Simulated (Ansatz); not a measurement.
Deforming In

```xyz
1
Lattice="-1.6261 1.6261 2.4739 1.6261 -1.6261 2.4739 1.6261 1.6261 -2.4739" Properties=species:S:1:pos:R:3 pbc="T T T"
In    0.0000    0.0000    0.0000
```

The cell is COD entry 9017523, as deposited and not checked against the literature; nothing was relaxed.

No spin–orbit coupling, which matters for the heavy atoms here.

Method: Ansatz 0.2.0, DFT, PBE, all-electron LAPW, scalar-relativistic.

Sampling and basis: a Γ-centred 14×14×14 k mesh, Fermi–Dirac smearing of 0.05 eV, basis error target 0.5 meV/atom, no spin polarisation.

The unchanged cell is at 1.93 GPa.

In a metal, stresses and small energies carry noise from the k mesh.

x, y and z are the Cartesian axes of the cell as listed; fractional coordinates follow a strain, and an engineering shear is twice the off-diagonal strain component.

Task: With this change (xy engineering shear strain of -1 %), what becomes of the energy and stress?

Result: Energy change under 1 meV/atom; stress change (xx, yy, zz, yz, xz, xy) 0.01, 0.01, -0.02, 0.00, 0.00, 0.03 GPa, compression positive.

Task: With this change (z strained by -2 % at fixed volume), what becomes of the energy and stress?

Result: Energy change +2 meV/atom; stress change (xx, yy, zz, yz, xz, xy) -0.11, -0.11, 0.30, 0.00, 0.00, 0.00 GPa, compression positive.
